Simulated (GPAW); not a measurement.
**CaSe: single point with PBE0**

**Measured values to compare with.**

From a printed reference work, monograph, original work of 1988, for a bulk crystal of CaSe at 2 K: band gap 3.85 eV (indirect).

The system is CaSe.

```
CELL_PARAMETERS angstrom
0.00000 2.95600 2.95600
2.95600 0.00000 2.95600
2.95600 2.95600 0.00000
ATOMIC_POSITIONS crystal
Se 0.50000 0.50000 0.50000
Ca 0.00000 0.00000 0.00000
```

```
Program             : GPAW 26.7.0
Task                : single point
Functional          : PBE0
Potentials or basis : GPAW PAW data sets (gpaw-data 1.2.1)
Cutoff              : 450 eV
Basis               : pw
k mesh              : 6 × 6 × 6
Occupations         : fermi-dirac, width 0.05 eV
Spin                : no spin polarisation
```

```yaml
Band_gap_on_the_k_mesh: 3.70 eV, indirect (least direct gap 4.77 eV)
```

Levels at points of the mesh, in eV from the valence-band top:
```tsv
k point	band 4	band 5	band 6	band 7	band 8	band 9
(0.00, 0.00, 0.00)	-22.45	-12.97	0.00	0.00	0.00	4.96
(0.50, 0.50, 0.00)	-22.48	-12.29	-2.87	-1.07	-1.07	3.70
(0.50, 0.50, 0.50)	-22.45	-12.17	-3.66	-1.26	-1.26	6.06
```

It took 42 min on 8 MPI ranks on AMD EPYC 7R43 64-Core Processor (Zen 3), on a shared host, peak memory 0.21 GiB a rank.

A measured gap of CaSe is 3.85 eV (indirect; 2 K; a printed reference work, monograph, original work of 1988); the calculated 3.70 eV misses it by -0.15 eV. Spin-orbit coupling on Se is left out. The value is that of PBE0 on a finite k mesh, which can miss the band edges, without temperature or zero-point motion.
